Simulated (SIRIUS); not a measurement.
# PtS2 (P-3m1) in SIRIUS: equation of state, part 4 of 4

SIRIUS 7.12.0. The steps go on from the part before.

### 7 Equation of state, PBEsol, 19.36 Å³/atom (volume scaled by 1.06)

sirius.json reads:

```json
{
  "control": {
    "processing_unit": "cpu",
    "std_evp_solver_name": "lapack",
    "gen_evp_solver_name": "lapack",
    "verbosity": 2,
    "print_forces": false,
    "ortho_rf": true,
    "use_second_variation": true,
    "rmt_max": 3.0,
    "num_bands_to_print": 24,
    "save_wf": true
  },
  "parameters": {
    "electronic_structure_method": "full_potential_lapwlo",
    "xc_functionals": ["XC_GGA_X_PBE_SOL", "XC_GGA_C_PBE_SOL"],
    "core_relativity": "dirac",
    "valence_relativity": "iora",
    "num_fv_states": 40,
    "smearing": "fermi_dirac",
    "smearing_width": 0.0018374661,
    "pw_cutoff": 21,
    "gk_cutoff": 4.04,
    "lmax_apw": 11,
    "lmax_rho": 8,
    "lmax_pot": 8,
    "num_mag_dims": 0,
    "auto_rmt": 0,
    "ngridk": [9, 9, 5],
    "shiftk": [0, 0, 0],
    "num_dft_iter": 80,
    "energy_tol": 1e-07,
    "density_tol": 1e-05,
    "use_symmetry": true
  },
  "settings": {"tol_ne": 1e-10},
  "iterative_solver": {"type": "exact"},
  "mixer": {"type": "anderson", "beta": 0.5, "max_history": 8},
  "unit_cell": {
    "lattice_vectors": [[6.8269987406, 0.0, 0.0], [-3.4134993703, 5.9123543409, 0.0], [0.0, 0.0, 9.7087043503]],
    "atom_types": ["Pt", "S"],
    "atom_files": {"Pt": "Pt.json", "S": "S.json"},
    "atoms": {"Pt": [[0.0, 0.0, 0.0]], "S": [[0.6666666667, 0.3333333333, 0.773], [0.3333333333, 0.6666666667, 0.227]]}
  }
}
```

Pt.json reads:

```json
{
  "name": "platinum",
  "symbol": "Pt",
  "number": 78,
  "mass": 195.084,
  "rmin": 1e-06,
  "rmt": 2.28,
  "nrmt": 800,
  "rinf": 13.69,
  "core": "1s2s2p3s3p3d4s4p4d",
  "valence": [
    {"basis": [{"enu": 0.03, "dme": 0, "n": 0, "auto": 0}, {"enu": 0.03, "dme": 1, "n": 0, "auto": 0}]},
    {"l": 0, "n": 1, "basis": [{"enu": 0.13, "dme": 0, "n": 0, "auto": 0}]},
    {"l": 1, "n": 2, "basis": [{"enu": 0.13, "dme": 0, "n": 0, "auto": 0}]},
    {"l": 2, "n": 3, "basis": [{"enu": 0.13, "dme": 0, "n": 0, "auto": 0}]},
    {"l": 3, "n": 4, "basis": [{"enu": 0.13, "dme": 0, "n": 0, "auto": 0}]},
    {"l": 4, "n": 5, "basis": [{"enu": 0.13, "dme": 0, "n": 0, "auto": 0}]}
  ],
  "lo": [
    {"l": 0, "basis": [{"enu": 0.13, "dme": 0, "n": 0, "auto": 0}, {"enu": 0.13, "dme": 1, "n": 0, "auto": 0}]},
    {
      "l": 0,
      "basis": [{"enu": -3.3887, "dme": 0, "n": 5, "auto": 1}, {"enu": -3.3887, "dme": 1, "n": 5, "auto": 1}]
    },
    {
      "l": 0,
      "basis": [{"enu": -3.3887, "dme": 1, "n": 5, "auto": 1}, {"enu": 0.13, "dme": 0, "n": 0, "auto": 0}]
    },
    {"l": 0, "basis": [{"enu": 0.13, "dme": 0, "n": 0, "auto": 0}, {"enu": 3.2079, "dme": 0, "n": 0, "auto": 0}]},
    {"l": 1, "basis": [{"enu": 0.13, "dme": 0, "n": 0, "auto": 0}, {"enu": 0.13, "dme": 1, "n": 0, "auto": 0}]},
    {
      "l": 1,
      "basis": [{"enu": -1.7142, "dme": 0, "n": 5, "auto": 1}, {"enu": -1.7142, "dme": 1, "n": 5, "auto": 1}]
    },
    {
      "l": 1,
      "basis": [{"enu": -1.7142, "dme": 1, "n": 5, "auto": 1}, {"enu": 0.13, "dme": 0, "n": 0, "auto": 0}]
    },
    {"l": 1, "basis": [{"enu": 0.13, "dme": 0, "n": 0, "auto": 0}, {"enu": 3.6696, "dme": 0, "n": 0, "auto": 0}]},
    {"l": 2, "basis": [{"enu": 0.13, "dme": 0, "n": 0, "auto": 0}, {"enu": 0.13, "dme": 1, "n": 0, "auto": 0}]},
    {"l": 2, "basis": [{"enu": 0.13, "dme": 1, "n": 0, "auto": 0}, {"enu": 0.13, "dme": 2, "n": 0, "auto": 0}]},
    {"l": 2, "basis": [{"enu": 0.13, "dme": 0, "n": 0, "auto": 0}, {"enu": 3.1309, "dme": 0, "n": 0, "auto": 0}]},
    {"l": 3, "basis": [{"enu": 0.13, "dme": 0, "n": 0, "auto": 0}, {"enu": 0.13, "dme": 1, "n": 0, "auto": 0}]},
    {
      "l": 3,
      "basis": [{"enu": -2.2556, "dme": 0, "n": 4, "auto": 1}, {"enu": -2.2556, "dme": 1, "n": 4, "auto": 1}]
    },
    {
      "l": 3,
      "basis": [{"enu": -2.2556, "dme": 1, "n": 4, "auto": 1}, {"enu": 0.13, "dme": 0, "n": 0, "auto": 0}]
    },
    {"l": 3, "basis": [{"enu": 0.13, "dme": 0, "n": 0, "auto": 0}, {"enu": 4.5929, "dme": 0, "n": 0, "auto": 0}]},
    {"l": 4, "basis": [{"enu": 0.13, "dme": 0, "n": 0, "auto": 0}, {"enu": 0.13, "dme": 1, "n": 0, "auto": 0}]},
    {"l": 4, "basis": [{"enu": 0.13, "dme": 0, "n": 0, "auto": 0}, {"enu": 3.8234, "dme": 0, "n": 0, "auto": 0}]}
  ],
  "free_atom": [... radial grid and density of the free atom, the start of the SCF ...]
}
```

S.json reads:

```json
{
  "name": "sulphur",
  "symbol": "S",
  "number": 16,
  "mass": 32.065,
  "rmin": 1e-06,
  "rmt": 1.98,
  "nrmt": 800,
  "rinf": 13.52,
  "core": "1s",
  "valence": [
    {"basis": [{"enu": 0.03, "dme": 0, "n": 0, "auto": 0}, {"enu": 0.03, "dme": 1, "n": 0, "auto": 0}]},
    {"l": 0, "n": 1, "basis": [{"enu": -0.0066, "dme": 0, "n": 0, "auto": 0}]},
    {"l": 1, "n": 2, "basis": [{"enu": 0.13, "dme": 0, "n": 0, "auto": 0}]},
    {"l": 2, "n": 3, "basis": [{"enu": 0.13, "dme": 0, "n": 0, "auto": 0}]},
    {"l": 3, "n": 4, "basis": [{"enu": 0.13, "dme": 0, "n": 0, "auto": 0}]}
  ],
  "lo": [
    {
      "l": 0,
      "basis": [{"enu": -0.0066, "dme": 0, "n": 0, "auto": 0}, {"enu": -0.0066, "dme": 1, "n": 0, "auto": 0}]
    },
    {
      "l": 0,
      "basis": [{"enu": -0.0066, "dme": 1, "n": 0, "auto": 0}, {"enu": -0.0066, "dme": 2, "n": 0, "auto": 0}]
    },
    {
      "l": 0,
      "basis": [{"enu": -7.3463, "dme": 0, "n": 2, "auto": 1}, {"enu": -7.3463, "dme": 1, "n": 2, "auto": 1}]
    },
    {
      "l": 0,
      "basis": [{"enu": -0.0066, "dme": 0, "n": 0, "auto": 0}, {"enu": 3.0543, "dme": 0, "n": 0, "auto": 0}]
    },
    {"l": 1, "basis": [{"enu": 0.13, "dme": 0, "n": 0, "auto": 0}, {"enu": 0.13, "dme": 1, "n": 0, "auto": 0}]},
    {
      "l": 1,
      "basis": [{"enu": -5.3582, "dme": 0, "n": 2, "auto": 1}, {"enu": -5.3582, "dme": 1, "n": 2, "auto": 1}]
    },
    {
      "l": 1,
      "basis": [{"enu": -5.3582, "dme": 1, "n": 2, "auto": 1}, {"enu": 0.13, "dme": 0, "n": 0, "auto": 0}]
    },
    {"l": 1, "basis": [{"enu": 0.13, "dme": 0, "n": 0, "auto": 0}, {"enu": 4.8234, "dme": 0, "n": 0, "auto": 0}]},
    {"l": 2, "basis": [{"enu": 0.13, "dme": 0, "n": 0, "auto": 0}, {"enu": 0.13, "dme": 1, "n": 0, "auto": 0}]},
    {"l": 2, "basis": [{"enu": 0.13, "dme": 1, "n": 0, "auto": 0}, {"enu": 0.13, "dme": 2, "n": 0, "auto": 0}]},
    {"l": 2, "basis": [{"enu": 0.13, "dme": 0, "n": 0, "auto": 0}, {"enu": 4.1092, "dme": 0, "n": 0, "auto": 0}]},
    {"l": 3, "basis": [{"enu": 0.13, "dme": 0, "n": 0, "auto": 0}, {"enu": 0.13, "dme": 1, "n": 0, "auto": 0}]}
  ],
  "free_atom": [... radial grid and density of the free atom, the start of the SCF ...]
}
```

sirius_start.json reads:

```json
{
  "control": {
    "processing_unit": "cpu",
    "std_evp_solver_name": "lapack",
    "gen_evp_solver_name": "lapack",
    "verbosity": 1,
    "print_forces": false,
    "ortho_rf": true,
    "use_second_variation": true,
    "rmt_max": 3.0,
    "num_bands_to_print": 24,
    "save_wf": false
  },
  "parameters": {
    "electronic_structure_method": "full_potential_lapwlo",
    "xc_functionals": ["XC_LDA_X", "XC_LDA_C_PW"],
    "core_relativity": "dirac",
    "valence_relativity": "iora",
    "num_fv_states": 40,
    "smearing": "fermi_dirac",
    "smearing_width": 0.0055123983,
    "pw_cutoff": 21,
    "gk_cutoff": 3.23,
    "lmax_apw": 11,
    "lmax_rho": 8,
    "lmax_pot": 8,
    "num_mag_dims": 0,
    "auto_rmt": 0,
    "ngridk": [4, 4, 2],
    "shiftk": [0, 0, 0],
    "num_dft_iter": 30,
    "energy_tol": 0.01,
    "density_tol": 0.05,
    "use_symmetry": true
  },
  "settings": {"tol_ne": 1e-10},
  "iterative_solver": {"type": "exact"},
  "mixer": {"type": "anderson", "beta": 0.5, "max_history": 8},
  "unit_cell": {
    "lattice_vectors": [[6.8269987406, 0.0, 0.0], [-3.4134993703, 5.9123543409, 0.0], [0.0, 0.0, 9.7087043503]],
    "atom_types": ["Pt", "S"],
    "atom_files": {"Pt": "Pt.json", "S": "S.json"},
    "atoms": {"Pt": [[0.0, 0.0, 0.0]], "S": [[0.6666666667, 0.3333333333, 0.773], [0.3333333333, 0.6666666667, 0.227]]}
  }
}
```

Run with:

```console
$ OMP_NUM_THREADS=1 sirius.scf --input=sirius_start.json --output=start.json
$ OMP_NUM_THREADS=1 sirius.scf --input=sirius.json --output=output.json --task=1
```

Run time: 3.1 min. Hardware: 1 thread of Arm Neoverse V2, shared host; peak memory 0.83 GiB.

It converged, with:

```
Free energy                                       : -523513.1151 eV
Band gap on the k mesh                            : 0.89 eV, indirect (least direct gap 0.94 eV)
All electrons inside the program's atomic spheres : Pt 75.71; S 13.78 (radii Pt 2.28, S 1.98 bohr)
```

Caveat: spin-orbit coupling is left out, which moves the levels of the heavy elements; an odd mesh through Γ misses points on the zone boundary, where band edges often lie.

### 8 Equation of state, PBEsol

Potentials or basis: all-electron FP-LAPW, apw+lo standard.

No new run: the results of the series are fitted here.

Results:

```
Equilibrium volume                        : 19.04 Å³/atom
Bulk modulus at fixed shape and positions : 138 GPa
Pressure derivative of the bulk modulus   : 4.9
```

Energy against volume, from the lowest point:
```csv
volume (Å³/atom),energy (meV/atom)
17.165,97.50
17.531,60.59
17.896,33.48
18.261,14.82
18.626,3.97
18.992,0.00
19.357,2.12
```

Caveat: the cell was scaled at fixed shape and fractional positions, which overstates the stiffness of a crystal with free parameters, most of all of layers and chains. The run has no spin-orbit coupling, so splittings on Pt are missing.
